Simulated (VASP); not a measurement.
# MgAl2C2 (P-3m1): formation energy of the defect C_i (12-fold void), part 5 of 9

Wanted: what the defect C_i (12-fold void) costs in MgAl2C2 (P-3m1) and how the lattice relaxes round it. The start is a computed cell from the Materials Project.

VASP 6.6.1, plane waves and PAW; the level of theory is named at each step.

So far. Step 2 (The host at zero pressure): The run ended after 5 ionic steps, 0.008 eV below its first step, once forces and stress met EDIFFG = -0.02. Step 4 (The perfect supercell): The perfect cell has a gap of 1.86 eV on this mesh, with its valence-band top at 6.696 eV, and charged states follow.

## (5) Reference C

This step: PBEsol; plane waves and PAW (C) (VASP 6.6.1).

System of this step: C. It takes space group Fd-3m (No. 227, cubic). Conventional cell: a = 3.570 Å, b = 3.570 Å, c = 3.570 Å, α = 90.00°, β = 90.00°, γ = 90.00°. Nearest to C lie 4 C at 1.55 Å.

The reference for C is its crystal, relaxed at the cutoff of the large cell.

INCAR

```
SYSTEM = C
PREC = Normal
ENCUT = 400
EDIFF = 1E-05
NELM = 120
ISMEAR = 0
SIGMA = 0.1
LREAL = Auto
ALGO = Fast
GGA = PS
NBANDS = 10
LORBIT = 11
LWAVE = .FALSE.
LCHARG = .FALSE.
IBRION = 2
NSW = 25
ISIF = 3
EDIFFG = -0.02
POTIM = 0.4
```

POSCAR

```
C
1.0
    0.0000000000      1.7850000000      1.7850000000
    1.7850000000      0.0000000000      1.7850000000
    1.7850000000      1.7850000000      0.0000000000
C
2
Direct
    0.0000000000      0.0000000000      0.0000000000
    0.2500000000      0.2500000000      0.2500000000
```

KPOINTS

```
Automatic mesh
0
Gamma
13 13 13
0 0 0
```

Potentials, in the order of the species: C (PBE family, release 64).

Run with:

```bash
$ export OMP_NUM_THREADS=8
$ mpirun -np 1 vasp_std
```

Log:

```text
[banner, memory and clock lines left out]
running    1 mpi-ranks, on    1 nodes
 distrk:  each k-point on    1 cores,    1 groups
 distr:  one band on    1 cores,    1 groups
 Offloading initialized ...    1 GPUs detected
 POSCAR found type information on POSCAR C
 POSCAR found :  1 types and       2 ions
|                                                                             |
|               ----> ADVICE to this user running VASP <----                  |
|                                                                             |
|     You have a (more or less) 'small supercell' and for smaller cells       |
|     it is recommended to use the reciprocal-space projection scheme!        |
|     The real-space optimization is not efficient for small cells and it     |
|     is also less accurate ...                                               |
|     Therefore, set LREAL=.FALSE. in the INCAR file.                         |
|                                                                             |

 [... a notice as in an earlier step ...]

 LDA part: xc-table for (Slater+PW92), standard interpolation
 POSCAR, INCAR and KPOINTS ok, starting setup
 FFT: planning ... GRIDC
 FFT: planning ... GRID_SOFT
 FFT: planning ... GRID
 WAVECAR not read
 entering main loop
       N       E                     dE             d eps       ncg     rms          rms(c)
DAV:   1    -0.443189789698E+01   -0.44319E+01   -0.41853E+03  1754   0.636E+02
DAV:   2    -0.196317558377E+02   -0.15200E+02   -0.14511E+02  2296   0.107E+02
DAV:   3    -0.199059194077E+02   -0.27416E+00   -0.27373E+00  1984   0.113E+01
DAV:   4    -0.199063794862E+02   -0.46008E-03   -0.46006E-03  1818   0.543E-01
DAV:   5    -0.199063799242E+02   -0.43801E-06   -0.43800E-06  1912   0.162E-02    0.562E+00
RMM:   6    -0.194256565575E+02    0.48072E+00   -0.17913E-01  1680   0.309E+00    0.332E+00
RMM:   7    -0.192567879253E+02    0.16887E+00   -0.25611E-01  1680   0.388E+00    0.685E-01
RMM:   8    -0.192575596370E+02   -0.77171E-03   -0.77494E-03  1680   0.902E-01    0.602E-02
RMM:   9    -0.192576196239E+02   -0.59987E-04   -0.60963E-04  1674   0.234E-01    0.245E-02
RMM:  10    -0.192576291606E+02   -0.95367E-05   -0.63049E-05  1651   0.654E-02
   1 F= -.19257629E+02 E0= -.19257629E+02  d E =-.192576E+02
 curvature:   0.00 expect dE= 0.000E+00 dE for cont linesearch  0.000E+00
 trial: gam= 0.00000 g(F)=  0.405E-44 g(S)=  0.258E-01 ort = 0.000E+00 (trialstep = 0.100E+01)
 search vector abs. value=  0.258E-01
 bond charge predicted
       N       E                     dE             d eps       ncg     rms          rms(c)
DAV:   1    -0.192651555933E+02   -0.75360E-02   -0.40444E-01  1862   0.552E+00    0.588E-01
RMM:   2    -0.192603214302E+02    0.48342E-02   -0.40645E-03  1680   0.564E-01    0.324E-01
RMM:   3    -0.192583616652E+02    0.19598E-02   -0.24195E-03  1680   0.386E-01    0.334E-02
RMM:   4    -0.192583660546E+02   -0.43894E-05   -0.97465E-05  1669   0.105E-01
   2 F= -.19258366E+02 E0= -.19258366E+02  d E =-.736894E-03
 trial-energy change:   -0.000737  1 .order   -0.000151   -0.025811    0.025509
 step:   0.5200(harm=  0.5029)  dis= 0.00000  next Energy=   -19.264423 (dE=-0.679E-02)
 bond charge predicted
       N       E                     dE             d eps       ncg     rms          rms(c)
DAV:   1    -0.192659892312E+02   -0.76276E-02   -0.91460E-02  1790   0.260E+00    0.280E-01
RMM:   2    -0.192649071293E+02    0.10821E-02   -0.89370E-04  1680   0.262E-01    0.155E-01
RMM:   3    -0.192644698939E+02    0.43724E-03   -0.54436E-04  1680   0.182E-01    0.137E-02
RMM:   4    -0.192644702260E+02   -0.33216E-06   -0.22079E-05  1508   0.499E-02
   3 F= -.19264470E+02 E0= -.19264470E+02  d E =-.684107E-02
 curvature:  -0.25 expect dE=-0.827E-07 dE for cont linesearch -0.827E-07
 trial: gam=-0.00356 g(F)=  0.518E-44 g(S)=  0.329E-06 ort = 0.922E-04 (trialstep = 0.904E+00)
 search vector abs. value=  0.104E-09
 reached required accuracy - stopping structural energy minimisation
```

The job ended after 33 s (1 × NVIDIA H100 80GB HBM3, 81559 MiB with 1 MPI rank of AMD EPYC 7R13 (Zen 3), shared host; peak memory 1.7 GiB).

Parts of OUTCAR (step 5):

```text
   k-points           NKPTS =     84   k-points in BZ     NKDIM =     84   number of bands    NBANDS=     10

   ENCUT  =  400.0 eV  29.40 Ry    5.42 a.u.   4.12  4.12  4.12*2*pi/ulx,y,z

   NELECT =       8.0000    total number of electrons

 E-fermi :  10.4670

 k-point     1 :       0.0000    0.0000    0.0000
  band No.  band energies     occupation
      1     -11.7974      2.00000
      2       9.9826      2.00000
      3       9.9837      2.00000
      4       9.9837      2.00000
      5      15.5671      0.00000
      6      15.5689      0.00000
      7      15.5689      0.00000
      8      23.7255      0.00000
      9      29.1484      0.00000
    ...

  Total       -0.0023845     -0.0023845     -0.0023845      0.0000000      0.0000000      0.0000000
  in kB       -0.3427089     -0.3427089     -0.3427089      0.0000000      0.0000000      0.0000000
  external PRESSURE =      -0.3427089 kB  Pullay stress =       0.0000000 kB

 POSITION                                       TOTAL-FORCE (eV/Angst)
 -----------------------------------------------------------------------------------
      0.00000      0.00000      0.00000        -0.000000     -0.000000     -0.000000
      0.88652      0.88652      0.88652         0.000000      0.000000      0.000000
 -----------------------------------------------------------------------------------
    total drift:                                0.000000      0.000000      0.000000

  FREE ENERGIE OF THE ION-ELECTRON SYSTEM (eV)
  ---------------------------------------------------
  free  energy   TOTEN  =       -19.2644702260 eV

  energy  without entropy=      -19.2644702260  energy(sigma->0) =      -19.26447023

[... 1 part as in an earlier step ...]

[... 15 further parts left out ...]
```

The run keeps the 48 symmetry operations of its start, so it cannot find a distortion of lower symmetry.

Relaxation path:

| step | energy less that of the first step (eV) | largest force (eV/Å) | pressure (GPa) | volume (Å³) |
| --- | --- | --- | --- | --- |
| 1 | 0.0000 | 0.0000 | -9.41 | 11.37 |
| 2 | -0.0007 | 0.0000 | 9.66 | 10.94 |
| 3 | -0.0068 | 0.0000 | -0.03 | 11.15 |

```csv
"conventional cell, symmetrised",before,after,change
a (Å),3.570,3.546,-0.7 %
b (Å),3.570,3.546,-0.7 %
c (Å),3.570,3.546,-0.7 %
volume (Å³/atom),5.69,5.57,-2.0 %
```

Final coordinates:

```cif
data_structure
_symmetry_space_group_name_H-M 'P 1'
_symmetry_Int_Tables_number 1
_cell_length_a 2.5075
_cell_length_b 2.5075
_cell_length_c 2.5075
_cell_angle_alpha 60.000
_cell_angle_beta 60.000
_cell_angle_gamma 60.000
_cell_volume 11.15
loop_
_atom_site_label
_atom_site_type_symbol
_atom_site_fract_x
_atom_site_fract_y
_atom_site_fract_z
_atom_site_occupancy
C1 C 0.00000 0.00000 0.00000 1
C2 C 0.25000 0.25000 0.25000 1
```

Numbers from this step:

| Property | Result |
| --- | --- |
| electronic cycles | 18 |
| electrons | 8 |
| free energy (TOTEN) | -19.26 eV |
| Fermi energy | 10.47 eV |
| gap on the k-mesh | 4.030 eV |
| least direct gap on the k-mesh | 5.583 eV |

The run ended after 3 ionic steps, 0.007 eV below its first step, once forces and stress met EDIFFG = -0.02.

Energy at zero smearing: -19.26447 eV.

## (6) The defect cell, charge 0

This step: PBEsol; plane waves and PAW (Mg, Al, C) (VASP 6.6.1).

System of this step: C_i (12-fold void). The cell holds 91 atoms: 18 Mg, 36 Al and 37 C. Its edges and angles: a = 10.130 Å, b = 10.130 Å, c = 11.539 Å, α = 90.0°, β = 90.0°, γ = 120.0°. It derives from MgAl2C2 (MgAl2C2 (P-3m1)). Nearest the centre at fractional (0.667, 0.667, 0.250): C91 at 0.09 Å, Al48 at 2.13 Å, Al51 at 2.14 Å, Al35 at 2.15 Å, Al36 at 2.16 Å, Al39 at 2.16 Å, Al52 at 2.20 Å, C72 at 2.33 Å.

Atoms within 3.3 Å of the defect's centre start slightly displaced, with symmetry off, so that a distortion can develop. The atoms relax at the host's fixed cell.

INCAR

```
SYSTEM = Mg18Al36C37
PREC = Normal
ENCUT = 400
EDIFF = 1E-05
NELM = 120
ISMEAR = 0
SIGMA = 0.05
LREAL = Auto
ALGO = Fast
GGA = PS
LORBIT = 11
LWAVE = True
LCHARG = .TRUE.
IBRION = 2
NSW = 50
ISIF = 2
EDIFFG = -0.03
POTIM = 0.4
MAXMIX = 40
ISYM = 0
```

POSCAR

```
Mg18Al36C37
1.0
   10.1295331515      0.0000000000      0.0000000000
   -5.0647665759      8.7724329060      0.0000000000
    0.0000000000      0.0000000000     11.5386279424
Mg Al C
18 36 37
Direct
    0.0000000000      0.0000000000      0.0000000000
    0.0000000000      0.0000000000      0.5000000000
[... 2 atom lines left out ...]
    0.0000000000      0.6666666700      0.0000000000
    0.0000000000      0.6666666700      0.5000000000
[... 2 atom lines left out ...]
    0.3333333300      0.3333333300      0.0000000000
    0.3333333300      0.3333333300      0.5000000000
    0.3333333300      0.6666666700      0.0000000000
    0.3333333300      0.6666666700      0.5000000000
    0.6666666700      0.0000000000      0.0000000000
    0.6666666700      0.0000000000      0.5000000000
    0.6666666700      0.3333333300      0.0000000000
    0.6666666700      0.3333333300      0.5000000000
    0.6699165900      0.6654845300      0.0022218900
    0.6680505200      0.6643833100      0.5004244300
[... 4 atom lines left out ...]
    0.2222222200      0.4444444400      0.1751338600
[... 4 atom lines left out ...]
    0.1111111100      0.8888888900      0.3248661400
[... 3 atom lines left out ...]
    0.4444444400      0.2222222200      0.3248661400
[... 2 atom lines left out ...]
    0.5510990600      0.4439826200      0.1731331500
    0.4406727300      0.5564394100      0.3233879300
[... 2 atom lines left out ...]
    0.5540235600      0.7777383400      0.1712719400
    0.4444444400      0.8888888900      0.3248661400
[... 2 atom lines left out ...]
    0.8888888900      0.1111111100      0.1751338600
[... 3 atom lines left out ...]
    0.8888888900      0.4444444400      0.1751338600
    0.7767968300      0.5536363700      0.3226103700
[... 2 atom lines left out ...]
    0.8904513100      0.7837989100      0.1756518200
    0.7810108200      0.8976176800      0.3240225300
[... 7 atom lines left out ...]
    0.2222222200      0.4444444400      0.3652076800
[... 2 atom lines left out ...]
    0.1111111100      0.8888888900      0.1347923200
[... 3 atom lines left out ...]
    0.4444444400      0.2222222200      0.1347923200
[... 3 atom lines left out ...]
    0.4396111100      0.5519887000      0.1354901900
    0.5588790900      0.4489669900      0.3651715000
    0.4444444400      0.5555555600      0.6347923200
    0.5555555600      0.4444444400      0.8652076800
    0.4444444400      0.8888888900      0.1347923200
    0.5535820600      0.7769701700      0.3699304500
[... 1 atom line left out ...]
    0.5555555600      0.7777777800      0.8652076800
[... 1 atom line left out ...]
    0.8888888900      0.1111111100      0.3652076800
[... 2 atom lines left out ...]
    0.7867260100      0.5552910500      0.1295490800
    0.8888888900      0.4444444400      0.3652076800
    0.7777777800      0.5555555600      0.6347923200
[... 1 atom line left out ...]
    0.7745062000      0.8895793800      0.1346913500
    0.8904710500      0.7746259700      0.3672999100
    0.7777777800      0.8888888900      0.6347923200
    0.8888888900      0.7777777800      0.8652076800
    0.6766091300      0.6702278500      0.2479683300
```

KPOINTS

```
Automatic mesh
0
Gamma
2 2 1
0 0 0
```

Potentials, in the order of the species: Mg, Al and C (PBE family, release 64).

Log:

```text
[banner, memory and clock lines left out]
running    1 mpi-ranks, on    1 nodes
[...]
Offloading initialized ...    1 GPUs detected
[...]
[... a notice as in an earlier step ...]

 LDA part: xc-table for (Slater+PW92), standard interpolation
 POSCAR, INCAR and KPOINTS ok, starting setup
[...]
entering main loop
       N       E                     dE             d eps       ncg     rms          rms(c)
DAV:   1     0.718731286999E+03    0.71873E+03   -0.10411E+05  1560   0.106E+03
DAV:   2    -0.493575633037E+03   -0.12123E+04   -0.11535E+04  1904   0.201E+02
DAV:   3    -0.603377797808E+03   -0.10980E+03   -0.10858E+03  1864   0.592E+01
DAV:   4    -0.606772079980E+03   -0.33943E+01   -0.33809E+01  1864   0.111E+01
[...]
RMM:  16    -0.534759688406E+03    0.33766E-03   -0.52408E-04  1537   0.416E-02    0.613E-02
RMM:  17    -0.534759590511E+03    0.97896E-04   -0.63502E-04  1537   0.387E-02    0.908E-03
RMM:  18    -0.534759597381E+03   -0.68708E-05   -0.52055E-05  1395   0.161E-02
   1 F= -.53475960E+03 E0= -.53475195E+03  d E =-.534760E+03
[... from here on, the cycles between the ionic steps are left out ...]
   2 F= -.53517931E+03 E0= -.53517328E+03  d E =-.419713E+00
   5 F= -.53532730E+03 E0= -.53532294E+03  d E =-.135255E+00
   9 F= -.53554655E+03 E0= -.53554655E+03  d E =-.136274E+00
  13 F= -.53564709E+03 E0= -.53564709E+03  d E =-.902876E-01
  17 F= -.53576728E+03 E0= -.53576728E+03  d E =-.540017E-01
  21 F= -.53593475E+03 E0= -.53593475E+03  d E =-.167469E+00
  25 F= -.53606849E+03 E0= -.53606849E+03  d E =-.133736E+00
  29 F= -.53607065E+03 E0= -.53607065E+03  d E =0.140743E-02
  33 F= -.53651121E+03 E0= -.53651121E+03  d E =-.746547E-01
  37 F= -.53660643E+03 E0= -.53660643E+03  d E =-.280279E-01
  41 F= -.53672131E+03 E0= -.53671963E+03  d E =-.164722E-01
  45 F= -.53702052E+03 E0= -.53701051E+03  d E =-.268815E-01
  49 F= -.53715030E+03 E0= -.53713936E+03  d E =-.651463E-01
  50 F= -.53731981E+03 E0= -.53730949E+03  d E =-.234648E+00
[...]
opt :   1.3179  next Energy=  -537.542304 (dE=-0.457E+00)
 writing wavefunctions
```

Run time: 13 min. Hardware: 1 × NVIDIA H100 80GB HBM3, 81559 MiB with 1 MPI rank; peak memory 2.1 GiB.

OUTCAR, selected parts (step 6):

```text
 k-point     1 :       0.0000    0.0000    0.0000
  band No.  band energies     occupation
    ...
    143       6.5040      2.00000
    144       6.5316      2.00000
    145       6.5412      2.00000
    146       7.6241      2.00000
    147       7.8725      1.23097
    148       9.0777      0.00000
    149       9.1674      0.00000
    150       9.2124      0.00000
    151       9.3244      0.00000
    152       9.3337      0.00000
    ...

  Total        9.7274245      7.5304396      6.9090508     -0.2423925     -1.3878445     -2.2930234
  in kB       15.2000422     11.7670407     10.7960606     -0.3787617     -2.1686414     -3.5830709
  external PRESSURE =      12.5877145 kB  Pullay stress =       0.0000000 kB

 POSITION                                       TOTAL-FORCE (eV/Angst)
 -----------------------------------------------------------------------------------
      0.04971      0.03298      0.01145         0.732172      0.422418     -0.630792
     -5.05290      8.76673      5.80284        -0.009371     -0.126006     -0.041293
      8.31830      2.89129     11.46324         0.439641     -0.047961      0.166118
     -1.68380      2.95057      5.77820        -0.050482     -0.043349      0.020578
      6.76133      5.79238      0.02932         0.138701     -0.108976     -0.278382
     -3.30827      5.87649      5.79975        -0.183232     -0.036516     -0.061847
     -1.68449      8.72348      0.05560         0.027567      0.063123     -0.213135
      3.41935      0.13233      5.83484        -0.299087     -0.291418     -0.137970
      1.67272      2.92168      0.02770         0.061566      0.136551      0.003430
      1.61236      2.83542      5.77787         0.065118      0.192254      0.107597
      0.00487      5.81108      0.00683        -0.120110     -0.099936     -0.134805
      0.03885      5.85181      5.80215        -0.066412      0.013451      0.045611
      1.60843      8.76242      0.03508         0.015981      0.220224     -0.261028
      1.83749      8.68734      5.79774        -0.599809      0.227509      0.087634
[...]
-----------------------------------------------------------------------------------
    total drift:                                0.015939      0.010022     -0.036888

  FREE ENERGIE OF THE ION-ELECTRON SYSTEM (eV)
  ---------------------------------------------------
  free  energy   TOTEN  =      -537.3198065009 eV

  energy  without entropy=     -537.2991668327  energy(sigma->0) =     -537.30948667

[... 3 parts as in an earlier step ...]

[... 11 further parts left out ...]
[key lines of the parts left out:]
E-fermi :   7.8829
```

The steps of the relaxation (22 of 50):

```
step  energy less that of the first step (eV)  largest force (eV/Å)
   1                                   0.0000                1.8216
   3                                  -0.4324                0.7458
   6                                  -0.6239                0.2901
   8                                  -0.6943                0.4533
  10                                  -0.6259                0.8962
  13                                  -0.8875                0.3352
  15                                  -0.9537                0.4003
  17                                  -1.0077                0.6861
  20                                  -1.0066                1.1871
  22                                  -1.2116                1.0916
  24                                  -1.1357                2.1732
  27                                  -1.3746                0.5903
  29                                  -1.3110                3.0360
  31                                  -1.6011                0.6473
  34                                  -1.7661                0.6234
  36                                  -1.8188                0.5172
  38                                  -1.8636                0.4492
  41                                  -1.9617                0.5800
  43                                  -2.1159                0.8831
  45                                  -2.2609                1.5985
  48                                  -2.3256                1.6966
  50                                  -2.5602                1.0547
```

The atoms that moved most (Å):

```
atom      dx      dy      dz  length
 C91  -0.149   1.083  -0.895   1.413
 C87   0.208   0.183  -0.499   0.571
Al39  -0.254  -0.107   0.187   0.333
Al52  -0.058  -0.261   0.098   0.285
Al51   0.188  -0.113  -0.016   0.220
 C80  -0.032  -0.153  -0.102   0.187
Mg14   0.149  -0.085   0.028   0.174
Al35   0.045   0.166   0.007   0.172
```

The run used up its steps with a largest force of 1.05 eV/Å at its last finished step, so it is continued.

(Continued in part 6 of 9.)

[Lines on the potential files, build, host, timing and source positions are cut from VASP's logs without a mark.]

[Logs are printed without paths, hosts, clocks, repeated set-up lines and the standing remarks that a program may print on its own settings, such as how far it seeks lower states.]

[Hosts, paths, dates, database ids (printed as entryN), source tags and the programs' standing remarks are cut or masked in the printed files.]

[In band tables of VASP the shares of atoms and orbitals are scaled to a sum of 1 inside the atoms' spheres.]

[Runs that stopped without an error message from VASP are left out.]
